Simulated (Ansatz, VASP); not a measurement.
**Ni in VASP and in Ansatz**

```
Ni
1.0
     0.00000    1.64258    1.64258
     1.64258    0.00000    1.64258
     1.64258    1.64258    0.00000
Ni
1
Direct
  0.00000 0.00000 0.00000
```

Alike in both runs: task single point; functional PBE; dispersion D4; k mesh 13 × 13 × 13; occupations tetrahedron; collinear spin; Hubbard terms Ni d U = 3.5 eV.

|  | VASP | Ansatz |
| --- | --- | --- |
| version | VASP 6.6.1 | Ansatz 0.2.0 |
| potentials or method | VASP PAW PBE potentials, release 64 (Ni) | Ansatz PAW |
| plane-wave cutoff (eV) | 520 | 420 |
| valence electrons in the cell | 10 | 18 |

|  | VASP | Ansatz | Ansatz less VASP |
| --- | --- | --- | --- |
| gap on the k mesh at the Fermi level (eV) | none | none | - |
| net moment per atom (μB) | 0.61 | 0.59 | -0.024 |
| size of the moment on the site where the two differ most (μB) | 0.61 | 0.63 | +0.019 |
| dispersion energy (meV/atom) | -548.3 | -548.3 | +0.01 |

Site moments also hang on the region over which each program counts them. The programs project onto different local orbitals, so the same U acts differently. A gap of «none» marks a metal or a gap that the smearing closes. The two sets of potentials don't hold the same shells in valence.

Caveats: the U is typed as a test and isn't derived for this compound; the magnetic or orbital state may not be the lowest (Ansatz); with tetrahedron occupations forces and stress needn't match the slope of the energy (Ansatz). The state reached can hang on the start; a lower one may exist.
